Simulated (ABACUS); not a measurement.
Input of an ABACUS 3.10.1 run:

INPUT

```
INPUT_PARAMETERS
suffix              MgO
calculation         scf
basis_type          pw
pseudo_dir          ./
symmetry            1
dft_functional      pbe
ecutwfc             84
pseudo_rcut         10
nspin               1
nbands              12
ks_solver           dav
smearing_method     fd
smearing_sigma      0.00367493
scf_thr             1e-08
scf_nmax            100
mixing_type         broyden
mixing_beta         0.7
cal_force           1
cal_stress          1
kpar                4
```

STRU

```
ATOMIC_SPECIES
Mg 24.3050 Mg.upf
O 15.9990 O.upf

LATTICE_CONSTANT
1.8897261246

LATTICE_VECTORS
0.0000000000 2.0970013927 2.0970013927
2.0970013927 0.0000000000 2.0970013927
2.0970013927 2.0970013927 0.0000000000

ATOMIC_POSITIONS
Direct

Mg
0.0
1
0.0000000000 0.0000000000 0.0000000000 1 1 1

O
0.0
1
0.5000000000 0.5000000000 0.5000000000 1 1 1
```

KPT

```
K_POINTS
0
Gamma
11 11 11 0 0 0
```

Potentials or basis: PseudoDojo NC SR 0.4.1 PBE standard, plane waves.

Command:

```sh
$ OMP_NUM_THREADS=1 mpirun -np 4 abacus > log
```

Task: What does it give for the pressure?

Result: 6.7 GPa.

Task: Predict the band gap on the k mesh.

Result: 4.89 eV, direct.

**Measured values to compare with.**

From “Electronic structure of alkaline earth and post-transition metal oxides”, 2009, arxiv:0908.1581, for a bulk crystal of MgO: band gap 7.83 eV.

Measured gap of MgO: 7.83 eV (quoted in “Electronic structure of alkaline earth and post-transition metal oxides”, 2009, arxiv:0908.1581). This calculation gives 4.89 eV (-2.94 eV). The value is that of PBE, without temperature or zero-point motion. Semilocal functionals fall short of measured gaps as a rule. The cell is a database's relaxed one, not the measured one, which moves gaps too.
